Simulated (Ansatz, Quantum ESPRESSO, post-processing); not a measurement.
# 2H-WS2, 1 layer: response to a perpendicular field, part 5 of 5

Aim: how 2H-WS2, 1 layer screens a field along its normal, and what the field does to its bands.

Quantum ESPRESSO 7.5; plane-wave DFT, PBE, PseudoDojo norm-conserving pseudopotentials; geometry and cross-check by Ansatz 0.2.0 with PAW datasets.

So far. Step 13 (Band structure: field 0.4 V/Å): Along this path the valence top lies at K and the conduction bottom at K. The valence levels at K and Γ lie only 0.04 eV apart, so strain, functional or spin-orbit coupling can change their order; in real monolayers of this family spin-orbit coupling lifts K. Step 14 (Valence density): The density integrates to 26.000 electrons, as the 26 of the input ask.

## (15) Density by pp.x

f2.rho.in reads:

```
&inputpp
  prefix = 'f2'
  outdir = './out'
  filplot = 'f2.rho.dat'
  plot_num = 0
/
```

Run with:

```
$ OMP_NUM_THREADS=1 mpirun -n 4 pp.x -in f2.rho.in > f2.rho.out
```

The job ended after 0.73 s (4 MPI ranks of Arm Neoverse V2, shared host; peak memory 0.11 GiB; 2.6 s of CPU time).

## (16) Charge moved by a field of 0.2 V/Å

This step gave:

| Quantity | Value |
| --- | --- |
| largest charge moved across a plane | 0.001087 e/Å² |
| dipole step | -1.017 eV |

The planar mean by z:

| z (Å) | planar mean (e/Å³) |
| --- | --- |
| 2 | 8.4e-9 |
| 3 | 7.7e-8 |
| 4 | 7.1e-7 |
| 5 | 6.5e-6 |
| 6 | 5.5e-5 |
| 7 | 3.6e-4 |
| 8 | 5.7e-4 |
| 9 | 1.6e-4 |
| 10 | -3.9e-5 |
| 11 | 9.4e-5 |
| 12 | -2.1e-4 |
| 13 | -6.6e-4 |
| 14 | -1.3e-4 |
| 15 | -1.6e-5 |
| 16 | -1.5e-6 |
| 17 | -1.4e-7 |
| 18 | -1.2e-8 |

The running integral, electrons below z by z:

z (Å), running integral, electrons below z (e/Å²) and a bar:
```
      3.0    0.00000 
      3.5    0.00000 
      4.0    0.00000 
      4.5    0.00000 
      5.0    0.00000 
      5.5    0.00001 
      6.0    0.00003 #
      6.5    0.00008 ##
      7.0    0.00021 ######
      7.5    0.00049 #############
      8.0    0.00082 #######################
      8.5    0.00097 ###########################
      9.0    0.00107 ##############################
      9.5    0.00107 ##############################
     10.0    0.00103 #############################
     10.5    0.00103 #############################
     11.0    0.00108 ##############################
     11.5    0.00105 #############################
     12.0    0.00095 ##########################
     12.5    0.00074 ####################
     13.0    0.00039 ###########
     13.5    0.00016 ####
     14.0    0.00006 ##
     14.5    0.00002 #
     15.0    0.00001 
     15.5    0.00000 
     16.0    0.00000 
     16.5    0.00000 
     17.0    0.00000
```

## (17) Polarisability from the dipole between 0 and 0.1 V/A

Numbers from this step:

| Quantity | Value |
| --- | --- |
| change of slope in the vacuum | 0.10000 eV/Å |
| polarisability a cell | 3.562 Å³ |
| sheet polarisability 4πα/A | 5.088 Å |

The change of the potential energy, second field less first by z:

| z (Å) | change of the potential energy, second field less first (eV) |
| --- | --- |
| 0.0 | -0.384 |
| 0.5 | -0.719 |
| 1.0 | -0.669 |
| 1.5 | -0.619 |
| 2.0 | -0.569 |
| 2.5 | -0.519 |
| 3.0 | -0.469 |
| 3.5 | -0.419 |
| 4.0 | -0.369 |
| 4.5 | -0.319 |
| 5.0 | -0.269 |
| 5.5 | -0.219 |
| 6.0 | -0.170 |
| 6.5 | -0.122 |
| 7.0 | -0.0772 |
| 7.5 | -0.0410 |
| 8.0 | -0.0191 |
| 8.5 | -0.00956 |
| 9.0 | -0.00549 |
| 9.5 | -0.00435 |
| 10.0 | -0.00171 |
| 10.5 | 0.00187 |
| 11.0 | 0.00436 |
| 11.5 | 0.00559 |
| 12.0 | 0.0100 |
| 12.5 | 0.0202 |
| 13.0 | 0.0431 |
| 13.5 | 0.0803 |
| 14.0 | 0.125 |
| 14.5 | 0.173 |
| 15.0 | 0.223 |
| 15.5 | 0.273 |
| 16.0 | 0.323 |
| 16.5 | 0.373 |
| 17.0 | 0.423 |
| 17.5 | 0.473 |
| 18.0 | 0.523 |
| 18.5 | 0.573 |
| 19.0 | 0.623 |
| 19.5 | 0.673 |
| 20.0 | 0.462 |

## (18) Dipole against field

Dipole along the normal, dipole moment against applied field:

| applied field (V/Å) | dipole along the normal, dipole moment (e·Å) |
| --- | --- |
| 0.000 | 0 |
| 0.100 | 0.0247 |
| 0.200 | 0.0495 |
| 0.400 | 0.0991 |

## (19) Cross-check with Ansatz: field 0.1 V/Å

A second code with its own PAW datasets, on the same atoms.

Level of this step: plane-wave DFT, PBE, Ansatz PAW (Ansatz 0.2.0).

input.yaml reads:

```yaml
crystal:
  lattice:
    - [3.1870946363, 0.0, 0.0]
    - [-1.5935473181, 2.7601049193, 0.0]
    - [0.0, 0.0, 20.4756202324]
  atoms:
    - { symbol: S, position: [0.3333333333, 0.6666666667, 0.4232423508] }
    - { symbol: W, position: [0.0, 0.0, 0.4999999943] }
    - { symbol: S, position: [0.3333333333, 0.6666666667, 0.5767576549] }
kpoints:
  mp_grid: { grid: [12, 12, 1] }
hamiltonian:
  xc: pbe
scf:
  occupations: { method: fermi_dirac, width: 0.054 }
  convergence: { dr2_threshold: 1.0e-09 }
efield:
  axis: 3
  dipole_correction: true
  ramp_position: 0.97
  ramp_width: 0.04
  amplitude: 0.1
output:
  write_potential: true
  write_density: true
  volumetric_format: npy
```

Run with:

```
$ ansatz run input.yaml --threads 4 --pin off --max-ram 8192MiB --backend cpu --events-out ev --progress --plain --runs-dir out
```

Numbers of over 12 decimals in the logs are rounded to 6 here.

The log of the run:

```text
[...]
Crystal: 3 atoms, lattice volume = 180.118 Å³
Basis set: ecut = 420 eV, 3561 PW (Γ)
Bands: 17, of which v1, the nominal top of the filled ones, is band 13 counted from 1 (12 counted from 0)
Symmetry: 6 space group operations
k-points: 19 of 144 (time reversal used)
[...]
SCF iter   1: F=—  HF=-12191.842037 eV  |F-HF|=—  |Δ(HF+E_count)|=         —  Δρ=2.60e-2  dr2=1.36e0  ethr=3.10e-3  p=0.026 e·Å  D=2.61e-2 V/Å  ΔV_dip=-0.53 eV  dr2_dipole=4.17e-5  V_vac-E_F(+/−)=6.37/5.05 eV  ⟨swp⟩=9.5  Hψ=2340  notcnv=0
[...]
SCF iter  12: F=-12191.438189 eV  HF=-12191.438189 eV  |F-HF|=6.37e-11  |Δ(HF+E_count)|=  4.24e-10  Δρ=1.99e-7  dr2=8.74e-11  ethr=3.85e-12  p=0.025 e·Å  D=2.49e-2 V/Å  ΔV_dip=-0.51 eV  dr2_dipole=2.63e-12  V_vac-E_F(+/−)=5.43/4.09 eV  ⟨swp⟩=4.8  Hψ=1160  notcnv=0
SCF 1 converged in 12 iterations: F = -12191.438189 eV  dr2 = 8.74e-11
[...]
WARN: The output density's exchange-correlation potential varies sharply where the density is thin. Do not read a vacuum level from v_tot or v_xc, or from such a field of the output density. On a cell that repeats whose density bears no net charge and no dipole along the vacuum's axis use v_es (v_loc + v_h of the components); under efield.dipole_correction with no amplitude use v_es + v_field, which holds any externa [...]
SCF converged after 12 iterations
Free energy (F): -12191.438189 eV
[...]
Internal energy: -12191.438189 eV  (E = F + TS)
E sigma→0 (E₀):  -12191.438189 eV
Fermi energy:    0.186009 eV
Dipole field:    D = 0.024873 V/Å  (p = 0.024759 e·Å, saw-weighted, corrected)
Work function:   not extracted (applied field tilts the vacuum); planar V_es + V_field profile in the machine report
[...]
--- Band table (eV; the first three rows and the last of 19) ---
  k-point 0: bands = [... 9 lower, -2.8328, -2.3463, -2.3463, -0.7739, 2.1403, 2.1403, 2.2881, 2.2881]
  k-point 1: bands = [... 9 lower, -3.2335, -2.5244, -2.1444, -0.8321, 2.0106, 2.0431, 2.1870, 2.3520]
  k-point 2: bands = [... 9 lower, -3.1531, -2.9402, -2.1320, -1.0946, 1.6207, 1.9688, 2.0559, 2.8378]
  k-point 18: bands = [... 9 lower, -4.6056, -3.9592, -3.0958, -0.7337, 1.0782, 2.6028, 3.2763, 4.7556]
```

Elapsed: 1.9 s, on 4 threads; peak memory 0.41 GiB; 7 s of CPU time.

Numbers from this step:

```
free energy             : -12191.4382 eV
Fermi energy            : 0.1860 eV
gap by band count       : 1.812 eV
dipole along the normal : 0.02476 e·Å
```

At 0.1 V/Å Ansatz's dipole is 0.0248 e Å against 0.0247 from pw.x.

## (20) Cross-check with Ansatz: field -0.1 V/Å

input.yaml is the input of step 19 with these lines changed:

```diff
@@ -21,3 +21,3 @@
   ramp_width: 0.04
-  amplitude: 0.1
+  amplitude: -0.1
 output:
```

The log of the run:

```text
[...]
Crystal: 3 atoms, lattice volume = 180.118 Å³
Basis set: ecut = 420 eV, 3561 PW (Γ)
Bands: 17, of which v1, the nominal top of the filled ones, is band 13 counted from 1 (12 counted from 0)
Symmetry: 6 space group operations
k-points: 19 of 144 (time reversal used)
[...]
--- Band table (eV; the first three rows and the last of 19) ---
  k-point 0: bands = [... 9 lower, -2.8636, -2.3770, -2.3770, -0.8047, 2.1095, 2.1095, 2.2574, 2.2574]
  k-point 1: bands = [... 9 lower, -3.2642, -2.5552, -2.1751, -0.8629, 1.9798, 2.0123, 2.1562, 2.3213]
  k-point 2: bands = [... 9 lower, -3.1839, -2.9710, -2.1627, -1.1254, 1.5899, 1.9380, 2.0252, 2.8070]
  k-point 18: bands = [... 9 lower, -4.6364, -3.9900, -3.1266, -0.7644, 1.0474, 2.5721, 3.2455, 4.7248]
[key lines of the parts left out:]
SCF converged after 12 iterations
Free energy (F): -12191.438189 eV
Fermi energy:    0.155237 eV
Dipole field:    D = -0.024869 V/Å  (p = -0.024755 e·Å, saw-weighted, corrected)
```

It took 1.9 s on 4 threads; peak memory 0.41 GiB; 7 s of CPU time.

This step gave:

- Fermi energy: 0.1552 eV
- dipole along the normal: -0.02475 e·Å

## (21) Dipole against field, Ansatz

The dipole along the normal, dipole moment by applied field:

| applied field (V/Å) | dipole along the normal, dipole moment (e·Å) |
| --- | --- |
| -0.1000 | -0.0248 |
| 0.0000 | 3.4e-5 |
| 0.1000 | 0.0248 |

## (22) SCF with pw.x, with smearing = gaussian and degauss = 0.005

How much does a setting matter? One run is repeated with a change.

Level of this step: plane-wave DFT, PBE, PseudoDojo norm-conserving pseudopotentials (Quantum ESPRESSO 7.5).

f1.w0.in reads:

```
&control
  prefix = 'f1.w0'
  outdir = './out'
  pseudo_dir = './pseudo'
  calculation = 'scf'
  tprnfor = .true.
  tefield = .true.
  dipfield = .true.
/
&system
  ibrav = 0
  nat = 3
  ntyp = 2
  ecutwfc = 62
  ecutrho = 248
  occupations = 'smearing'
  smearing = 'gaussian'
  degauss = 0.005
  edir = 3
  emaxpos = 0.97
  eopreg = 0.04
  eamp = 0.00194469
/
&electrons
  conv_thr = 1e-09
  mixing_beta = 0.4
  electron_maxstep = 120
  mixing_mode = 'plain'
/
ATOMIC_SPECIES
  S   32.0600  S.dojo-sr-pbe-0.4.1-standard.upf
  W   183.8400  W.dojo-sr-pbe-0.4.1-standard.upf
CELL_PARAMETERS angstrom
  3.18709463626029 0.00000000000000 0.00000000000000
  -1.59354731813014 2.76010491926653 0.00000000000000
  0.00000000000000 0.00000000000000 20.47562023240000
ATOMIC_POSITIONS crystal
  S   0.333333333333 0.666666666667 0.423242350828
  W   -0.000000000000 -0.000000000000 0.499999994263
  S   0.333333333333 0.666666666667 0.576757654909
K_POINTS automatic
  12 12 1 0 0 0
```

Run with:

```
$ OMP_NUM_THREADS=1 mpirun -n 4 pw.x -nk 4 -in f1.w0.in > f1.w0.out
```

The log of the run:

```text
[banner, memory and clock lines left out]
Program PWSCF v.7.5 starts
[citation notice left out]

[...]
bravais-lattice index     =            0
     lattice parameter (alat)  =       6.0227  a.u.
     unit-cell volume          =    1215.4979 (a.u.)^3
     number of atoms/cell      =            3
     number of atomic types    =            2
     number of electrons       =        26.00
     number of Kohn-Sham states=           17
     kinetic-energy cutoff     =      62.0000  Ry
     charge density cutoff     =     248.0000  Ry
     scf convergence threshold =      1.0E-09
     mixing beta               =       0.4000
     number of iterations used =            8  plain     mixing
     Exchange-correlation= PBE
                           (   1   4   3   4   0   0   0)

[...]
PseudoPot. # 1 for S  read from file:
     ./pseudo/S.dojo-sr-pbe-0.4.1-standard.upf
     Pseudo is Norm-conserving + core correction, Zval =  6.0
     Generated using ONCVPSP code by D. R. Hamann
     Using radial grid of 1146 points,  6 beta functions with:
                l(1) =   0
                l(2) =   0
                l(3) =   1
                l(4) =   1
                l(5) =   2
                l(6) =   2

     PseudoPot. # 2 for W  read from file:
     ./pseudo/W.dojo-sr-pbe-0.4.1-standard.upf
     Pseudo is Norm-conserving + core correction, Zval = 14.0
     Generated using ONCVPSP code by D. R. Hamann
     Using radial grid of 1396 points,  8 beta functions with:
                l(1) =   0
                l(2) =   0
                l(3) =   1
                l(4) =   1
                l(5) =   2
                l(6) =   2
                l(7) =   3
                l(8) =   3

     atomic species   valence    mass     pseudopotential
     S                 6.00    32.06000     S ( 1.00)
     W                14.00   183.84000     W ( 1.00)

     No symmetry found

[...]
number of k points=    74  Gaussian smearing, width (Ry)=  0.0050
[...]
Dense  grid:    79909 G-vectors     FFT dimensions: (  32,  32, 200)

     Initial potential from superposition of free atoms

     starting charge      25.9994, renormalised to      26.0000

     negative rho (up, down):  6.138E-05 0.000E+00

     Adding external electric field

     Computed dipole along edir(3) :
        Dipole               -0.0000 Ry au,         -0.0000 Debye
        Dipole field         -0.0000 Ry au,

        E field amplitude [Ha a.u.]:  1.9447E-03
        Potential amp.        0.1445 Ry
        Total length         37.1456 bohr

     Starting wfcs are   18 randomized atomic wfcs

     per-process dynamical memory:   101.5 Mb

     Self-consistent Calculation

     iteration #  1     ecut=    62.00 Ry     beta= 0.40
     Davidson diagonalization with overlap
     ethr =  1.00E-02,  avg # of iterations =  3.2

     Threshold (ethr) on eigenvalues was too large:
     Diagonalizing with lowered threshold

     Davidson diagonalization with overlap
     ethr =  3.14E-04,  avg # of iterations =  3.9

     negative rho (up, down):  3.309E-05 0.000E+00

     Adding external electric field

     Computed dipole along edir(3) :
        Dipole                0.1468 Ry au,          0.3733 Debye
        Dipole field          0.0015 Ry au,

        E field amplitude [Ha a.u.]:  1.9447E-03
        Potential amp.        0.0317 Ry
        Total length         37.1456 bohr

     total energy              =    -196.01950883 Ry
     estimated scf accuracy    <       0.10200651 Ry

     iteration #  2     ecut=    62.00 Ry     beta= 0.40
[...]
negative rho (up, down):  2.460E-05 0.000E+00

[...]
Dipole               -0.0871 Ry au,         -0.2215 Debye
[...]
E field amplitude [Ha a.u.]:  1.9447E-03
[...]
total energy              =    -196.01616164 Ry
     estimated scf accuracy    <       0.07467739 Ry

     iteration #  3     ecut=    62.00 Ry     beta= 0.40
[...]
negative rho (up, down):  1.399E-05 0.000E+00

[...]
Dipole                0.0716 Ry au,          0.1821 Debye
[...]
E field amplitude [Ha a.u.]:  1.9447E-03
[...]
total energy              =    -196.02533934 Ry
     estimated scf accuracy    <       0.08826123 Ry

     iteration #  4     ecut=    62.00 Ry     beta= 0.40
[...]
negative rho (up, down):  9.164E-06 0.000E+00

[...]
Dipole                0.0471 Ry au,          0.1198 Debye
[...]
E field amplitude [Ha a.u.]:  1.9447E-03
[...]
total energy              =    -196.03355738 Ry
     estimated scf accuracy    <       0.00960337 Ry

     iteration #  5     ecut=    62.00 Ry     beta= 0.40
[...]
negative rho (up, down):  4.409E-07 0.000E+00

[...]
Dipole                0.0425 Ry au,          0.1080 Debye
[...]
E field amplitude [Ha a.u.]:  1.9447E-03
[...]
total energy              =    -196.03467303 Ry
     estimated scf accuracy    <       0.00084222 Ry

     iteration #  6     ecut=    62.00 Ry     beta= 0.40
[...]
negative rho (up, down):  2.496E-07 0.000E+00

[...]
Dipole                0.0468 Ry au,          0.1188 Debye
[...]
E field amplitude [Ha a.u.]:  1.9447E-03
[...]
total energy              =    -196.03477380 Ry
     estimated scf accuracy    <       0.00036982 Ry

[...]
iteration #  9     ecut=    62.00 Ry     beta= 0.40
[...]
Dipole                0.0468 Ry au,          0.1188 Debye
[...]
E field amplitude [Ha a.u.]:  1.9447E-03
[...]
total energy              =    -196.03481921 Ry
     estimated scf accuracy    <       0.00000052 Ry

     iteration # 10     ecut=    62.00 Ry     beta= 0.40
[...]
Dipole                0.0468 Ry au,          0.1189 Debye
[...]
E field amplitude [Ha a.u.]:  1.9447E-03
[...]
total energy              =    -196.03481935 Ry
     estimated scf accuracy    <       0.00000003 Ry

     iteration # 11     ecut=    62.00 Ry     beta= 0.40
[...]
Dipole                0.0468 Ry au,          0.1189 Debye
[...]
E field amplitude [Ha a.u.]:  1.9447E-03
[...]
total energy              =    -196.03481934 Ry
     estimated scf accuracy    <       0.00000005 Ry

     iteration # 12     ecut=    62.00 Ry     beta= 0.40
[...]
Dipole                0.0467 Ry au,          0.1188 Debye
[...]
E field amplitude [Ha a.u.]:  1.9447E-03
[...]
End of self-consistent calculation

          k = 0.0000 0.0000 0.0000 ( 10039 PWs)   bands (ev):

   -74.7860 -39.0154 -38.8641 -38.8641 -15.4569 -13.8365  -7.0452  -3.5637
    -3.5637  -2.8315  -2.3419  -2.3419  -0.7689   2.1421   2.1421   2.2882
     2.2882

          k = 0.0000 0.0962 0.0000 ( 10057 PWs)   bands (ev):

   -74.7849 -39.0114 -38.8865 -38.8693 -15.3436 -13.7946  -6.9090  -3.8606
    -3.4529  -3.2300  -2.5201  -2.1431  -0.8272   2.0117   2.0455   2.1875
     2.3537

[...]
the Fermi energy is     0.3835 ev

!    total energy              =    -196.03481935 Ry
     estimated scf accuracy    <          7.0E-10 Ry
     smearing contrib. (-TS)   =      -0.00000000 Ry
     internal energy E=F+TS    =    -196.03481935 Ry

     The total energy is F=E-TS. E is the sum of the following terms:
     one-electron contribution =   -1146.00434836 Ry
     hartree contribution      =     572.36951820 Ry
     xc contribution           =     -45.87607398 Ry
     ewald contribution        =     423.47624398 Ry
     electric field correction =      -0.00015919 Ry

     convergence has been achieved in  12 iterations

     Forces acting on atoms (cartesian axes, Ry/au):

     atom    1 type  1   force =    -0.00000002   -0.00000004    0.00011080
     atom    2 type  2   force =     0.00000007   -0.00000005   -0.00017923
     atom    3 type  1   force =    -0.00000004    0.00000009    0.00006843

     Total force =     0.000222     Total SCF correction =     0.000106
     SCF correction compared to forces is large: reduce conv_thr to get better values

[...]
```

Run time: 50 s. Hardware: 4 MPI ranks; peak memory 0.58 GiB; 3.4 min of CPU time.

Beside the run it was changed from:

| quantity | this run | unchanged run | difference |
| --- | --- | --- | --- |
| dipole along the normal (e·Å) | 0.02473 | 0.02473 | 0 |
| free energy (eV) | -2667.190 | -2667.190 | 0 |
| wall time (s) | 50 | 46 |  |
| SCF iterations | 12 | 10 |  |

The free energy moves by +0 meV an atom.

This run starts from superposed atoms, the unchanged one from a saved density, so their iteration counts don't compare.

The physical values in this table stay within 0.05 %.

## (23) The arithmetic

α = Δp/E = (0.02473 − (0.00000)) e Å / 0.1 V/Å = 0.2473 e Å²/V; times e/(4πε₀) = 14.40 V Å this is 3.562 Å³. With A = 8.797 Å², 4πα/A = 5.088 Å.

## (24) Results

| Property | Result |
| --- | --- |
| polarisability along the normal, a cell | 3.56 Å³ |
| sheet polarisability 4πα/A | 5.09 Å |
| dipole without a field | 0 e·Å |
| Kohn-Sham ionisation potential, upper face | 5.71 eV |
| gap along the path at 0 V/Å | 1.81 eV |
| gap along the path at 0.2 V/Å | 1.81 eV |
| gap along the path at 0.4 V/Å | 1.81 eV |

The sheet answers a field with a polarisability of 3.56 Å³ a cell, or 4πα/A = 5.09 Å (PBE, PseudoDojo norm-conserving). In pw.x the dipole follows the field linearly over the range tried. A perfect conductor 5.09 Å thick would screen alike; the outer atoms lie 3.14 Å apart. At 0.1 V/Å the sheet takes 0.509 eV off the potential drop. At 0.2 V/Å the gap along the path is unchanged within 0.01 eV. Quantum ESPRESSO and Ansatz give 3.562 and 3.565 Å³ for the polarisability (pw.x from 0 and 0.1 V/Å, Ansatz from ±0.1 V/Å), which agree. The ions stay at their zero-field places, so this is the electrons' response alone. Semilocal gaps are too small, and in strong fields empty levels can belong to the vacuum. Spin-orbit coupling is left out; depending on the atoms that carry the levels of interest, it can split and shift them by tenths of an eV to an eV or more.

[Logs are printed without paths, hosts, clocks, repeated set-up lines and the standing remarks that a program may print on its own settings, such as how far it seeks lower states.]

[Hosts, paths, dates, database ids (printed as entryN), source tags and the programs' standing remarks are cut or masked in the printed files.]

[Maps of the electrostatic potential energy from Ansatz leave out the sawtooth potential of an applied field or a dipole correction, so their vacuum need not be flat; planar profiles and work functions include it.]
